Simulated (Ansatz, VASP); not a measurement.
## Two plane-wave programs on InAs

```xyz
2
Lattice="0.0000 3.0189 3.0189 3.0189 0.0000 3.0189 3.0189 3.0189 0.0000" Properties=species:S:1:pos:R:3 pbc="T T T"
In    0.0000    0.0000    0.0000
As    1.5094    1.5094    1.5094
```

Alike in both runs: task single point; functional r2SCAN; k mesh 12 × 12 × 12; occupations gaussian, width 0.02 eV; no spin polarisation.

```csv
,VASP,Ansatz
version,VASP 6.6.1,Ansatz 0.2.0
potentials or method,"VASP PAW PBE potentials, release 64 (In_d, As)","scalar-relativistic, plane waves, PAW"
plane-wave cutoff (eV),520,500
valence electrons in the cell,18,28
```

|  | VASP | Ansatz | Ansatz less VASP |
| --- | --- | --- | --- |
| gap on the k mesh at the Fermi level (eV) | 0.28 | 0.28 | 0.000 |
| least direct gap on the mesh (eV) | 0.28 | 0.28 | 0.000 |
| pressure (GPa) | 2.2 | 2.2 | 0.00 |

The two sets of potentials don't hold the same shells in valence.

Caveats: the PAW data sets were made with another functional, which shifts forces and pressure a little (VASP); spin-orbit coupling is left out, which moves the levels of the heavy elements. r2SCAN opens gaps a little over a GGA but as a rule still falls short of measured ones.
